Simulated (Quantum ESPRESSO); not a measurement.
## ZnSe (Stilleite) under changes of volume

One of the cells (22.757 Å³/atom); the others are scaled copies at fixed shape and fractional positions:

```
CELL_PARAMETERS angstrom
0.00000 2.83380 2.83380
2.83380 0.00000 2.83380
2.83380 2.83380 0.00000
ATOMIC_POSITIONS crystal
Se 0.75000 0.75000 0.75000
Zn 0.00000 0.00000 0.00000
```

* Program: Quantum ESPRESSO 7.5
* Functional: PBE
* Potentials or basis: JTH 2.0 PBE
* Cutoff: 490 eV
* Density cutoff: 2939 eV
* k mesh: 8 × 8 × 8
* Occupations: fermi-dirac, width 0.05 eV
* Spin: no spin polarisation

```tsv
volume (Å³/atom)	energy over the lowest point (meV/atom)	gap on the mesh (eV)
21.391	43.84	1.54
21.846	?	?
22.301	14.37	1.37
22.757	5.91	1.29
23.212	1.43	1.21
23.667	0.00	1.13
24.122	2.06	1.06
```

Q: What does the run at 21.846 Å³/atom give?

A: Energy over the lowest point 26.75 meV/atom; gap on the mesh 1.45 eV.

Worked out: A Birch-Murnaghan fit of order 3 (a polynomial in V^(-2/3)) to the other rows has its minimum at 23.61 Å³/atom with B0 = V·E''(V) = 58 GPa and B' = 3.5. It gives 26.87 meV/atom at 21.846 Å³/atom, against the run's 26.75. A straight line through the other rows of the gap, of slope -4.01 eV per unit of ln V (its deformation potential), gives 1.45 eV, against the run's 1.45.

Energies are extrapolated to zero smearing.

Caveats: the cutoff is low for these files, which shifts pressure and relaxed volume; the cutoff lies well under what these potentials need, so the values aren't converged.

Spin-orbit coupling on Se is left out.
